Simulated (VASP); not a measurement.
Crystal: MgO.

```xyz
4
Lattice="3.3078 0.0000 0.0000 -1.6539 2.8646 0.0000 0.0000 0.0000 4.9829" Properties=species:S:1:pos:R:3 pbc="T T T"
Mg    0.0000    1.9098    0.0108
Mg    1.6539    0.9549    2.5022
O     0.0000    1.9098    2.0053
O     1.6539    0.9549    4.4968
```

Measurements of this composition are mostly on another form, of space group No. 225.

- Program: VASP 6.6.1
- Task: relaxation of cell and atoms
- Functional: PBE
- Potentials or basis: VASP PAW PBE potentials, release 64 (Mg, O)
- Cutoff: 600 eV
- k mesh: 12 × 12 × 6
- Occupations: gaussian, width 0.02 eV
- Spin: no spin polarisation

At the start: pressure 2.8 GPa; volume 11.80 Å³/atom.

Question: Where does the relaxation end?

Answer: Over 12 steps the energy falls by 3.1 meV/atom and the volume is 12.12 Å³/atom (+2.7 %); space group P6_3mc (No. 186, to 0.05 Å).

Step by step:
```
step  energy change (eV)  largest force (eV/Å)  pressure (GPa)  volume (Å³)
   1              0.0000                0.0085            2.80        47.22
   2             -0.0084                0.0385           -0.81        48.64
   3             -0.0093                0.0318            0.02        48.30
   4             -0.0093                0.0322           -0.06        48.32
   5             -0.0097                0.0342           -0.06        48.34
   6             -0.0108                0.0391           -0.07        48.40
   7             -0.0120                0.0434           -0.09        48.50
   8             -0.0123                0.0084            0.07        48.47
   9             -0.0123                0.0012            0.02        48.47
  10             -0.0123                0.0003            0.02        48.47
  11             -0.0123                0.0003            0.01        48.48
  12             -0.0123                0.0012           -0.02        48.50
```

Final structure:
```yaml
crystal:
  lattice:
    - [3.31065, 0.00000, 0.00000]
    - [-1.65533, 2.86711, 0.00000]
    - [0.00000, 0.00000, 5.10943]
  atoms:
    - { symbol: Mg, position: [0.33333, 0.66667, 0.00618] }
    - { symbol: Mg, position: [0.66667, 0.33333, 0.50618] }
    - { symbol: O, position: [0.33333, 0.66667, 0.39842] }
    - { symbol: O, position: [0.66667, 0.33333, 0.89842] }
```
